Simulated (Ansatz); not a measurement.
A run of Ansatz 0.2.0:

input.yaml

```yaml
crystal:
  lattice:
    - [2.0915, 1.207528088, 9.7123333333]
    - [-2.0915, 1.207528088, 9.7123333333]
    - [0.0, -2.415056176, 9.7123333333]
  atoms:
    - { symbol: Bi, position: [0.60194, 0.60194, 0.60194] }
    - { symbol: Bi, position: [0.39806, 0.39806, 0.39806] }
    - { symbol: Te, position: [0.0, 0.0, 0.0] }
    - { symbol: Se, position: [0.7884, 0.7884, 0.7884] }
    - { symbol: Se, position: [0.2116, 0.2116, 0.2116] }
hamiltonian:
  xc: pbesol
  pseudopotentials: { kind: paw }
  dispersion: d3bj
kpoints:
  mp_grid: { grid: [7, 7, 7] }
scf:
  occupations: { method: fermi_dirac, width: 0.05 }
output:
  forces: true
  stress: true
  eigenvalues: true
relax:
  f_tol: 0.01
  max_steps: 40
  cell: { stress_tol: 0.05 }
```

Potentials or basis: Ansatz PAW.

The run is started by

```console
$ ansatz run input.yaml --threads 2 --pin off --max-ram 5632MiB --backend cpu --events-out ev --progress --plain --runs-dir out
```

Hardware: 2 threads of Intel(R) Xeon(R) Processor @ 2.50GHz (Skylake/Cascade Lake) (shared host).

Q: Estimate the wall time of this run.

A: Wall time 2 min on 2 threads of Intel(R) Xeon(R) Processor @ 2.50GHz (Skylake/Cascade Lake), with other jobs on the host, peak memory 0.64 GiB. Counts: scf iterations 43, plane waves 2731, k points 44, bands 47, ion steps 7.
